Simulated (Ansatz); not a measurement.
**Re (fcc)**

Computed with Ansatz (plane waves, PAW, 420 eV cutoff): PBE, scalar-relativistic, no spin polarisation, 18×18×18 k-mesh, Gaussian smearing of 0.05 eV; PAW files: Ansatz's generated set soft_2.

```
Re
1.0
     0.00000    1.95767    1.95767
     1.95767    0.00000    1.95767
     1.95767    1.95767    0.00000
Re
1
Direct
  0.00000 0.00000 0.00000
```

At room temperature and ambient pressure Re is hcp.

Task: Which orbitals carry the states at the Fermi level, and how many states are there?

Result: Within 0.1 eV of it: Re 5d 96 % (shares among the projected shells). The density of states at the Fermi level is about 0.84 states/eV per cell, averaged over 0.3 eV.

Density of states (tetrahedra, averaged over 0.3 eV; states/eV per cell of 1 atom; energy in eV from the Fermi level; projections on Löwdin-orthogonalised atomic orbitals, summed over sites):

| E | total | Re 5d | Re 6s |
| --- | --- | --- | --- |
| -5.80 | 0.91 | 0.68 | 0.21 |
| -5.50 | 1.06 | 0.87 | 0.17 |
| -5.20 | 1.03 | 0.89 | 0.12 |
| -4.90 | 1.02 | 0.92 | 0.08 |
| -4.60 | 0.88 | 0.81 | 0.05 |
| -4.30 | 0.64 | 0.60 | 0.02 |
| -4.00 | 1.05 | 0.99 | 0.02 |
| -3.70 | 0.98 | 0.92 | 0.03 |
| -3.40 | 0.87 | 0.82 | 0.03 |
| -3.10 | 1.00 | 0.92 | 0.05 |
| -2.80 | 1.15 | 1.03 | 0.07 |
| -2.50 | 1.17 | 1.04 | 0.08 |
| -2.20 | 1.35 | 1.18 | 0.10 |
| -1.90 | 1.32 | 1.16 | 0.09 |
| -1.60 | 1.36 | 1.22 | 0.08 |
| -1.30 | 1.38 | 1.25 | 0.07 |
| -1.00 | 1.02 | 0.90 | 0.05 |
| -0.70 | 0.82 | 0.72 | 0.04 |
| -0.40 | 0.78 | 0.70 | 0.03 |
| -0.10 | 0.77 | 0.70 | 0.03 |
| 0.20 | 1.00 | 0.93 | 0.03 |
| 0.50 | 1.09 | 1.01 | 0.04 |
| 0.80 | 0.81 | 0.75 | 0.03 |
| 1.10 | 0.70 | 0.65 | 0.03 |
| 1.40 | 0.75 | 0.70 | 0.02 |
| 1.70 | 0.71 | 0.66 | 0.02 |
| 2.00 | 0.69 | 0.64 | 0.02 |
| 2.30 | 0.70 | 0.66 | 0.02 |
| 2.60 | 0.74 | 0.70 | 0.02 |
| 2.90 | 0.83 | 0.78 | 0.03 |
| 3.20 | 1.10 | 1.04 | 0.03 |
| 3.50 | 1.24 | 1.18 | 0.04 |
| 3.80 | 1.02 | 0.97 | 0.04 |
| 4.10 | 0.71 | 0.63 | 0.05 |
| 4.40 | 0.48 | 0.39 | 0.06 |
| 4.70 | 0.30 | 0.19 | 0.06 |
| 5.00 | 0.30 | 0.17 | 0.07 |

With 15 valence electrons in the calculation's cell and no magnetic order, the bands, two electrons each, can't all be full or empty: band theory demands a metal. (Only strong correlation, outside this picture, could make a Mott insulator of it.)

Scalar-relativistic only: spin–orbit splittings of the heavy atoms' levels are missing.
